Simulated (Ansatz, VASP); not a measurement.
## Ge in VASP and in Ansatz

File INCAR:

```
SYSTEM = Ge
PREC     = Accurate       ! precision mode
ENCUT    = 520            ! plane-wave cutoff, eV
EDIFF    = 1E-6           ! SCF threshold, eV
ISMEAR   = -1             ! smearing method
SIGMA    = 0.05           ! smearing width, eV
LREAL    = .FALSE.        ! projectors in reciprocal space
LASPH    = .TRUE.         ! aspherical terms in the spheres
NELM     = 60             ! most SCF steps
ALGO     = Normal         ! electronic algorithm
ISIF     = 2              ! what is computed and relaxed
LWAVE    = .FALSE.        ! write WAVECAR
LCHARG   = .TRUE.         ! write CHGCAR
GGA      = PS             ! functional
LELF     = .TRUE.         ! ELF
LVHAR    = .TRUE.       
NBANDS   = 13             ! bands
```

Contents of KPOINTS:

```
regular mesh
0
G
  11 11 10
  0 0 0
```

POSCAR

```
Ge
1.0
    1.3670230000     -2.6325480000      0.0133260000
    1.3600710000      2.6288130000      0.0077580000
    0.0203590000     -0.0028880000      2.7331880000
Ge
1
Direct
    0.5176120000      0.5148350000     -0.0070280000
```

The input input.yaml:

```yaml
crystal:
  lattice:
    - [1.367023, -2.632548, 0.013326]
    - [1.360071, 2.628813, 0.007758]
    - [0.020359, -0.002888, 2.733188]
  atoms:
    - { symbol: Ge, position: [0.517612, 0.514835, -0.007028] }
kpoints:
  mp_grid: { grid: [11, 11, 10] }
scf:
  occupations: { method: fermi_dirac, width: 0.05 }
hamiltonian:
  xc: pbesol
  pseudopotentials: { kind: all_electron, lapw: { basis_error: 0.001 } }
output:
  forces: true
  stress: true
  eigenvalues: true
  populations: true
```

Change from the starting cell: cell strained at random at fixed volume.

Alike in both runs: task single point; functional PBEsol; k mesh 11 × 11 × 10; occupations fermi-dirac, width 0.05 eV; no spin polarisation.

```csv
,VASP,Ansatz
version,VASP 6.6.1,Ansatz 0.2.0
potentials or method,"VASP PAW PBE potentials, release 64 (Ge_d)","all-electron LAPW, scalar-relativistic"
plane-wave cutoff (eV),520,see its input
```

Ansatz gave:

```
gap on the k mesh at the Fermi level (eV)       : none
pressure (GPa)                                  : -3.6
largest component of the traceless stress (GPa) : 3.95
```

Question: Estimate VASP's values.

Answer: gap on the k mesh at the Fermi level (eV): none; pressure (GPa): -3.8; largest component of the traceless stress (GPa): 3.95.

A gap of «none» marks a metal or a gap that the smearing closes. Ansatz ran all-electron here, so the differences hold the error of VASP's frozen core and of both bases.

Caveats: the PAW data sets were made with another functional, which shifts forces and pressure a little (VASP).
